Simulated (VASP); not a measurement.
# A VASP 6.6.1 relaxation on MgH$_{2}$

INCAR

```
ENCUT = 600
PREC = Accurate
NSW = 40
SIGMA = 0.02
IVDW = 11
LASPH = .TRUE.
LWAVE = .FALSE.
EDIFFG = -5E-3
NBANDS = 9
LREAL = .FALSE.
IBRION = 2
GGA = PS
EDIFF = 1E-7
NELECT = 4.1
LCHARG = .FALSE.
NELM = 93
ISMEAR = -1
ISIF = 3
```

KPOINTS

```
KPOINTS created by Atomic Simulation Environment
0
Gamma
8 8 8
0 0 0
```

POSCAR

```
Mg H
 1.0000000000000000
     0.0000000000000000    2.3795668894755866    2.3795668894755866
     2.3795668894755866    0.0000000000000000    2.3795668894755866
     2.3795668894755866    2.3795668894755866    0.0000000000000000
 Mg  H
   1   2
Cartesian
  0.0000000000000000 -0.0000000000000000  0.0000000000000000
  1.1897834447377931  1.1897834447377931  1.1897834447377931
  3.5693503342133801  3.5693503342133797  3.5693503342133797
```

The recommended PBE PAW datasets give the neutral cell 4 valence electrons.

Command

```
mpirun -np 1 vasp_std
```

OSZICAR

```
N       E                     dE             d eps       ncg     rms          rms(c)
DAV:   1    -0.233944278578E+01   -0.23394E+01   -0.19302E+03   530   0.381E+02
DAV:   2    -0.878201956305E+01   -0.64426E+01   -0.60876E+01   673   0.454E+01
DAV:   3    -0.894125096342E+01   -0.15923E+00   -0.15910E+00   628   0.707E+00
DAV:   4    -0.894155290075E+01   -0.30194E-03   -0.30193E-03   712   0.278E-01
DAV:   5    -0.894155352652E+01   -0.62576E-06   -0.62589E-06   667   0.116E-02    0.434E+00
DAV:   6    -0.845254671671E+01    0.48901E+00   -0.37263E-01   548   0.227E+00    0.219E+00
DAV:   7    -0.829339821761E+01    0.15915E+00   -0.43404E-01   558   0.267E+00    0.463E-01
DAV:   8    -0.829816743892E+01   -0.47692E-02   -0.31182E-02   554   0.651E-01    0.460E-01
DAV:   9    -0.829248303077E+01    0.56844E-02   -0.11121E-02   555   0.379E-01    0.198E-02
DAV:  10    -0.829250680975E+01   -0.23779E-04   -0.19483E-04   653   0.867E-02    0.758E-03
...
DAV:   3    -0.829389083802E+01    0.20043E-05   -0.39355E-06   606   0.741E-03    0.110E-03
DAV:   4    -0.829389077634E+01    0.61688E-07   -0.12157E-07   412   0.177E-03
   2 F= -.86065705E+01 E0= -.86059122E+01  d E =-.364479E-03
       N       E                     dE             d eps       ncg     rms          rms(c)
DAV:   1    -0.829551774920E+01   -0.16269E-02   -0.16808E-03   548   0.273E-01    0.297E-02
DAV:   2    -0.829550662479E+01    0.11124E-04   -0.12053E-05   585   0.187E-02    0.156E-02
DAV:   3    -0.829550260153E+01    0.40233E-05   -0.84717E-06   596   0.109E-02    0.173E-03
DAV:   4    -0.829550246762E+01    0.13391E-06   -0.23049E-07   548   0.250E-03    0.401E-04
DAV:   5    -0.829550245115E+01    0.16471E-07   -0.85452E-09   322   0.369E-04
   3 F= -.86067179E+01 E0= -.86060432E+01  d E =-.511835E-03
```

Standard output (part)

```
POSCAR found type information on POSCAR MgH
 POSCAR found :  2 types and       3 ions
 LDA part: xc-table for (Slater+PW92), standard interpolation
 POSCAR, INCAR and KPOINTS ok, starting setup
 WAVECAR not read
 entering main loop
 the old and the new charge density differ
    0.434E+00
 curvature:   0.00 expect dE= 0.000E+00 dE for cont linesearch  0.000E+00
 search vector abs. value=  0.475E-03
 bond charge predicted
 trial-energy change:   -0.000364  1 .order   -0.000367   -0.000475   -0.000259
 bond charge predicted
 curvature:  -1.04 expect dE=-0.613E-05 dE for cont linesearch -0.613E-05
 search vector abs. value=  0.589E-05
 reached required accuracy - stopping structural energy minimisation
```

From OUTCAR

```
k-points           NKPTS =     29   k-points in BZ     NKDIM =     29   number of bands    NBANDS=      9

   NELECT =       4.1000    total number of electrons

   dimension x,y,z NGX =    28 NGY =   28 NGZ =   28
   dimension x,y,z NGXF=    56 NGYF=   56 NGZF=   56

  energy-cutoff  :      600.00
  volume of cell :       27.27
      direct lattice vectors                 reciprocal lattice vectors
    -0.000000000  2.388920773  2.388920773    -0.209299532  0.209299532  0.209299532
     2.388920773  0.000000000  2.388920773     0.209299532 -0.209299532  0.209299532
     2.388920773  2.388920773  0.000000000     0.209299532  0.209299532 -0.209299532

 k-points in reciprocal lattice and weights: KPOINTS created by Atomic Simulation Env
   0.00000000  0.00000000  0.00000000       0.002
   0.12500000  0.00000000  0.00000000       0.016
   0.25000000  0.00000000  0.00000000       0.016
   0.37500000  0.00000000  0.00000000       0.016
   0.50000000  0.00000000  0.00000000       0.008
   0.12500000  0.12500000  0.00000000       0.012
   0.25000000  0.12500000  0.00000000       0.047
   0.37500000  0.12500000  0.00000000       0.047
   ...

 E-fermi :   3.0142

 k-point     1 :       0.0000    0.0000    0.0000
  band No.  band energies     occupation
      1      -7.1768      2.00000
      2       3.8183      0.00000
      3      11.9402      0.00000
      4      11.9402      0.00000
      5      11.9402      0.00000
      6      14.3996      0.00000
      7      14.3996      0.00000
      8      14.3996      0.00000
      9      15.2203      0.00000

 k-point     2 :       0.1250    0.0000    0.0000
  band No.  band energies     occupation
      1      -6.8920      2.00000
      2       3.1584      0.00148
      3      10.7316      0.00000
      4      11.5580      0.00000
      5      11.5580      0.00000
      6      14.0915      0.00000
      7      15.2350      0.00000
      8      15.2350      0.00000
      9      15.9596      0.00000

 k-point     3 :       0.2500    0.0000    0.0000
  band No.  band energies     occupation
      1      -6.0492      2.00000
      2       1.4370      2.00000
      3       9.5644      0.00000
      4      11.1441      0.00000
      5      11.1441      0.00000
      6      12.2920      0.00000
      7      14.2298      0.00000
      8      14.2298      0.00000
      9      17.4704      0.00000

 k-point     4 :       0.3750    0.0000    0.0000
  band No.  band energies     occupation
      1      -4.6855      2.00000
      2      -0.7415      2.00000
      3       9.2067      0.00000
      4      10.7613      0.00000
      5      11.1443      0.00000
      6      11.1443      0.00000
      7      12.6805      0.00000
      8      12.6805      0.00000
      9      20.0773      0.00000

 k-point     5 :       0.5000    0.0000    0.0000
  band No.  band energies     occupation
      1      -2.9105      2.00000
      2      -2.8327      2.00000
      3       9.3866      0.00000
      4       9.9473      0.00000
      5      11.5905      0.00000
      6      11.5905      0.00000
      7      11.7081      0.00000
      8      11.7081      0.00000
      9      22.1954      0.00000

 ...

  Total      -0.01105    -0.01105    -0.01105    -0.00000     0.00000     0.00000
  in kB      -0.64903    -0.64903    -0.64903    -0.00000     0.00000     0.00000
  external pressure =       -0.65 kB  Pullay stress =        0.00 kB

 POSITION                                       TOTAL-FORCE (eV/Angst)
 -----------------------------------------------------------------------------------
      0.00000      0.00000      0.00000        -0.000000      0.000000      0.000000
      1.19446      1.19446      1.19446        -0.000000      0.000000     -0.000000
      3.58338      3.58338      3.58338         0.000000     -0.000000      0.000000
 -----------------------------------------------------------------------------------
    total drift:                                0.000000      0.000000      0.000000

  FREE ENERGIE OF THE ION-ELECTRON SYSTEM (eV)
  ---------------------------------------------------
  free  energy   TOTEN  =        -8.6067178923 eV

  energy  without entropy=       -8.6053685117  energy(sigma->0) =       -8.60604320
```

```tsv
ionic step	ΔE (meV/atom)	volume (Å³)	largest force (eV/Å)	pressure (GPa)	electronic steps
1	0.0	26.95	0.000	0.59	13
2	-0.1	27.08	0.000	0.32	4
3	-0.2	27.27	0.000	-0.06	5
```

It converged. Results: relaxed cell vector lengths 3.378, 3.378, 3.378 Å; relaxed cell volume 27.27 Å³.

The cell is charged and sits in a uniform background.

For comparison, a separate PBEsol relaxation on usual settings, not on those above, ends at 26.28 Å³.

The run above took about 20 s on one core of a shared host (Intel Xeon Platinum 8488C) and held 0.17 GiB at most.
